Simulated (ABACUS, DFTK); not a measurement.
# Rh: energy against volume and a worked fit

The structure is cubic, space group Fm-3m (No. 225). The conventional cell has a = 3.796 Å, b = 3.796 Å, c = 3.796 Å, α = 90.00°, β = 90.00°, γ = 90.00°. Around Rh (site symmetry m-3m) lie 12 Rh at 2.68 Å.

The cell was scaled at fixed shape and fractions and run with DFTK, SPMS 1.0 (PBE), cutoff 1225 eV; PBEsol, k mesh 10 × 10 × 10 on the cell of 1 atom, fermi-dirac occupations of 0.05 eV, no spin polarisation, no spin-orbit coupling. The potentials were made for PBE. Energies are those that the program minimises, any entropy of the smearing included. For a metal such a mesh isn't converged to the digits shown.

```tsv
V (Å³/atom)	energy over the lowest row (meV/atom)
12.8512	33.53
13.1246	10.61
13.3981	0.00
13.6715	?
13.9449	10.15
14.2183	28.53
14.4918	54.40
```

Problem. Fit the third-order Birch-Murnaghan form, give V0, B0 and B′, and predict the energy left open.

Solution. With y = (V0/V)^(2/3), E = E0 + (9 V0 B0/16) [(y - 1)³ B′ + (y - 1)² (6 - 4y)]. Least squares through the rows shown give V0 = 13.5261 Å³/atom, E0 = -1.15 meV, B0 = 297.2 GPa (1 eV/Å³ = 160.218 GPa) and B′ = 5.13, with a largest miss of 0.01 meV. At V = 13.6715 the form with these constants gives 0.27 meV; the run gave 0.26 meV an atom. Other set-ups at this level, from all their volumes (Å³/atom, GPa): ABACUS, PseudoDojo NC SR 0.5 PBE stringent, plane waves (made for PBE): V0 13.536, B0 295.6. Measured volume: 13.75 Å³/atom at 298.15 K (a printed reference work), so the fit lies -1.6 % from it. The runs are for a static lattice.
